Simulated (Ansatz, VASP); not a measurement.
Ti in VASP and in Ansatz

The input INCAR:

```
PREC = Accurate
ENCUT = 520
EDIFF = 1E-6
ISMEAR = 0
SIGMA = 0.1
LREAL = False
LASPH = True
NELM = 100
ALGO = Fast
ISIF = 2
LWAVE = False
LCHARG = True
GGA = PE
LELF = True
LVHAR = True
NBANDS = 12
```

Contents of KPOINTS:

```
regular mesh
0
Gamma
  18 18 18
```

POSCAR

```
Ti
1.0
    0.0000000000      2.1265468000      2.1265468000
    2.1265468000      0.0000000000      2.1265468000
    2.1265468000      2.1265468000      0.0000000000
Ti
1
Direct
    0.0000000000      0.0000000000      0.0000000000
```

Input for Ansatz:

```yaml
crystal:
  lattice:
    - [0.0, 2.1265468, 2.1265468]
    - [2.1265468, 0.0, 2.1265468]
    - [2.1265468, 2.1265468, 0.0]
  atoms:
    - { symbol: Ti, position: [0.0, 0.0, 0.0] }
basis:
  ecutwfc: 420
kpoints:
  mp_grid: { grid: [18, 18, 18] }
hamiltonian:
  xc: pbe
scf:
  occupations: { method: gaussian, width: 0.1 }
output:
  forces: true
  stress: true
  eigenvalues: true
```

Alike in both runs: task single point; functional PBE; k mesh 18 × 18 × 18; occupations gaussian, width 0.1 eV; no spin polarisation.

```csv
,VASP,Ansatz
version,VASP 6.6.1,Ansatz 0.2.0
potentials or method,"VASP PAW PBE potentials, release 64 (Ti_sv)","scalar-relativistic, plane waves, PAW"
plane-wave cutoff (eV),520,420
valence electrons in the cell,12,12
```

|  | VASP | Ansatz | Ansatz less VASP |
| --- | --- | --- | --- |
| gap on the k mesh at the Fermi level (eV) | none | none | - |
| pressure (GPa) | -9.3 | -9.1 | +0.20 |

A gap of «none» marks a metal or a gap that the smearing closes.
